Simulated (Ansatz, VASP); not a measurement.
Al: VASP beside Ansatz

Contents of INCAR:

```
SYSTEM = Al
PREC     = Accurate       ! precision mode
ENCUT    = 520            ! plane-wave cutoff, eV
EDIFF    = 1E-7           ! SCF threshold, eV
ISMEAR   = -1             ! smearing method
SIGMA    = 0.05           ! smearing width, eV
LREAL    = .False.        ! projectors in reciprocal space
LASPH    = .True.         ! aspherical terms in the spheres
NELM     = 100            ! most SCF steps
ALGO     = Normal         ! electronic algorithm
ISIF     = 2              ! what is computed and relaxed
LWAVE    = .False.        ! write WAVECAR
LCHARG   = .True.         ! write CHGCAR
GGA      = PS             ! functional
LELF     = .True.         ! ELF
LVHAR    = .True.       
NBANDS   = 8              ! bands
```

The input KPOINTS:

```
regular mesh
0
Gamma
  17 17 17
  0 0 0
```

File POSCAR:

```
Al
1.0
   -1.5381946637      1.5381946637      1.5381946637
    1.5381946637     -1.5381946637      1.5381946637
    1.5381946637      1.5381946637     -1.5381946637
Al
1
Direct
    0.0000000000      0.0000000000      0.0000000000
```

Input for Ansatz:

```yaml
crystal:
  lattice:
    - [-1.5381946637, 1.5381946637, 1.5381946637]
    - [1.5381946637, -1.5381946637, 1.5381946637]
    - [1.5381946637, 1.5381946637, -1.5381946637]
  atoms:
    - { symbol: Al, position: [0.0, 0.0, 0.0] }
kpoints:
  mp_grid: { grid: [17, 17, 17] }
scf:
  occupations: { method: fermi_dirac, width: 0.05 }
hamiltonian:
  xc: pbesol
  pseudopotentials: { kind: paw }
output:
  forces: true
  stress: true
  eigenvalues: true
  populations: true
  write_density: true
  write_potential: true
  elf: true
  volumetric_format: npy
```

Change from the starting cell: volume scaled by 0.88, PAW files.

Alike in both runs: task single point; functional PBEsol; k mesh 17 × 17 × 17; occupations fermi-dirac, width 0.05 eV; no spin polarisation.

```csv
,VASP,Ansatz
version,VASP 6.6.1,Ansatz 0.2.0
potentials or method,"VASP PAW PBE potentials, release 64 (Al)","PAW with Ansatz's default frozen-core files, scalar-relativistic"
plane-wave cutoff (eV),520,420
valence electrons in the cell,3,3
```

|  | VASP | Ansatz | Ansatz less VASP |
| --- | --- | --- | --- |
| pressure (GPa) | 12.5 | 12.4 | -0.10 |

Caveats: the PAW data sets were made with another functional, which shifts forces and pressure a little (VASP).
